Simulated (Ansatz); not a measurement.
# Cr: other elements on the same sites

One table from this session's results is given with a row withheld; the runs are named, their logs left out.

Computed with Ansatz 0.2.0 (DFT PBEsol, scalar-relativistic, plane waves, PAW, unless a step's input says otherwise).

2 further runs of the same task are left out: 2 set aside as unsound or not needed. Runs told in other sessions of the task aren't counted.

## The system as given

The structure is cubic, space group Im-3m (No. 229). Conventional cell: a = 2.814 Å, b = 2.814 Å, c = 2.814 Å, α = 90.00°, β = 90.00°, γ = 90.00°. Cr (site symmetry m-3m) has 8 Cr at 2.44 Å in its first shell of neighbours.

As a file:

```
Cr
1.0
    -1.40709    1.40709    1.40709
     1.40709   -1.40709    1.40709
     1.40709    1.40709   -1.40709
Cr
1
Direct
  0.00000 0.00000 0.00000
```

It is the result of an earlier relaxation at this level (volume 11.14 Å³/atom; gap on the mesh: none (metal)).

The first run:

Contents of input.yaml:

```yaml
crystal:
  lattice:
    - [-1.4070850358, 1.4070850358, 1.4070850358]
    - [1.4070850358, -1.4070850358, 1.4070850358]
    - [1.4070850358, 1.4070850358, -1.4070850358]
  atoms:
    - { symbol: Mn, position: [0.0, 0.0, 0.0], spin: 4.0 }
basis:
  ecutwfc: 420
kpoints:
  mp_grid: { grid: [8, 8, 8] }
hamiltonian:
  xc: pbesol
scf:
  occupations: { method: gaussian, width: 0.1 }
  lower_state_search: "off"
output:
  forces: true
  stress: true
  eigenvalues: true
  populations: true
magnetization:
  spin_polarized: true
```

Launch:

```
ansatz run input.yaml --threads 1 --pin off --max-ram 2560MiB --backend cpu --events-out ev --progress --plain --runs-dir out
```

Among the steps run: A first look at the start (Mn); A loose first relaxation (Mn); Full relaxation (Mn); A first look at the start (V); Rough relaxation on the coarse mesh (V); Full relaxation (V).

One table of the session follows, with a row left open; its other results are not shown here.

Lengths are those of the vectors of the cell that was run:

```
   swap  volume (Å³/atom)  a (Å)  b (Å)  c (Å)
   none             11.14  2.437  2.437  2.437
Cr → Al             16.60  2.784  2.784  2.784
 Cr → Y             31.33  3.440  3.440  3.440
Cr → Ga             17.95  2.857  2.857  2.857
Cr → Re                 ?      ?      ?      ?
Cr → Mn             10.39  2.381  2.381  2.381
 Cr → V             12.95  2.562  2.562  2.562
```

Estimate the missing values for Cr → Re.

As computed: volume (Å³/atom): 14.68; a (Å): 2.672; b (Å): 2.672; c (Å): 2.672. In the column «volume (Å³/atom)» it lies between Cr → V (12.95) and Cr → Al (16.60).

Lengths are those of the computed cell. Rows of earlier swaps come from the sessions before.

Caveats from the session: Warnings in the runs' records: seeded moment not kept, negative dielectric reading.
